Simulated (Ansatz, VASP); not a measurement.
## Two plane-wave programs on Sb

Contents of INCAR:

```
SYSTEM = Sb
PREC = Accurate
ENCUT = 520
EDIFF = 1E-8
ISMEAR = -1
SIGMA = 0.05
LREAL = .False.
LASPH = .True.
NELM = 80
ALGO = Normal
ISIF = 2
LWAVE = .False.
LCHARG = .False.
GGA = PS
LEFG = .True.
NBANDS = 12
```

KPOINTS

```
Automatic mesh
0
Gamma
  9 9 9
  0 0 0
```

File POSCAR:

```
Sb
1.0
    2.1789009502      1.2579890502      3.7932688079
   -2.1789009502      1.2579890502      3.7932688079
    0.0000000000     -2.5159781002      3.7932688079
Sb
2
Direct
    0.2336400000      0.2336400000      0.2336400000
    0.7663600000      0.7663600000      0.7663600000
```

Input for Ansatz:

```yaml
crystal:
  lattice:
    - [2.1789009502, 1.2579890502, 3.7932688079]
    - [-2.1789009502, 1.2579890502, 3.7932688079]
    - [0.0, -2.5159781002, 3.7932688079]
  atoms:
    - { symbol: Sb, position: [0.23364, 0.23364, 0.23364] }
    - { symbol: Sb, position: [0.76636, 0.76636, 0.76636] }
kpoints:
  mp_grid: { grid: [9, 9, 9] }
scf:
  occupations: { method: fermi_dirac, width: 0.05 }
hamiltonian:
  xc: pbesol
  pseudopotentials: { kind: paw }
output:
  forces: true
  stress: true
  eigenvalues: true
  efg: { contact_densities: true }
  write_density: true
  write_potential: true
  elf: true
  volumetric_format: npy
```

Change from the starting cell: functional pbesol, volume scaled by 1.04, PAW files.

Alike in both runs: task electric field gradients; functional PBEsol; k mesh 9 × 9 × 9; occupations fermi-dirac, width 0.05 eV; no spin polarisation.

|  | VASP | Ansatz |
| --- | --- | --- |
| version | VASP 6.6.1 | Ansatz 0.2.0 |
| potentials or method | VASP PAW PBE potentials, release 64 (Sb) | PAW with Ansatz's default frozen-core files, scalar-relativistic |
| plane-wave cutoff (eV) | 520 | 420 |
| valence electrons in the cell | 10 | 30 |

VASP gave:

```
pressure (GPa)                                                 : -1.6
largest component of the traceless stress (GPa)                : 0.09
rms of the force components (eV/Å)                             : 0.001
Vzz of the field gradient on the site that differs most (V/Å²) : -42.6
```

Task: Estimate Ansatz's values.

Result: Pressure (GPa): -1.7; largest component of the traceless stress (GPa): 0.05; rms of the force components (eV/Å): 0.028; Vzz of the field gradient on the site that differs most (V/Å²): -46.2.

Atom by atom the forces differ by 0.027 eV/Å (rms over components). With one functional, cell and mesh, what is left measures potentials, basis and numerics. The two sets of potentials don't hold the same shells in valence. Ansatz warned: «gradients_without_spin_orbit».

Caveats: the PAW data sets were made with another functional, which shifts forces and pressure a little (VASP); spin-orbit coupling is left out, which moves the levels of the heavy elements; an odd mesh through Γ misses points on the zone boundary, where band edges often lie.
